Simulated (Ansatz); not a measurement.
Cu: strain energy, fitted

Cu, Fm-3m, a = 3.563 Å. Ansatz: PBEsol, PAW, 420 eV, Γ-centred 20×20×14 mesh on 2 atoms, Gaussian smearing 0.10 eV; no spin polarisation. Series: uniaxial strain along a, with b, c and atoms relaxed; x is the strain in per cent. The axes a, b, c are those of the computed cell (2.520, 2.520, 3.563 Å), along [1 1 0], [-1 1 0], [0 0 1] of the cell named above. y is the free energy over the unstrained cell, V0 = 11.312 Å³/atom.

| x (%) | y (meV/atom) |
| --- | --- |
| -6.0 | 30.21 |
| -4.0 | 12.42 |
| -2.0 | 3.06 |
| 0.0 | 0.00 |
| 2.0 | 1.93 |
| 4.0 | 7.50 |
| 6.0 | ? |

Problem. Fit y = c2 x² + c3 x³ to the other rows, turn c2 into a modulus, and predict the missing energy.

Solution. Least squares on the rows shown. y = 0.61807 x² − 0.037165 x³. In eV per unit strain² c2 is 6.181; this is Young's modulus along the axis (E = ½ Y V0 ε²): 2 × 6.181 × 160.2 / (11.312) = 175 GPa. The unstrained cell keeps some stress along the strain, worth a slope of -0.08 meV/atom per %, which the form leaves out. At x = 6.0 the fit asked for gives 14.22 meV/atom. The run gave 14.47 meV/atom, so the fit is 0.25 meV/atom too low, within twice the rms miss on the fitted rows (0.19 meV/atom).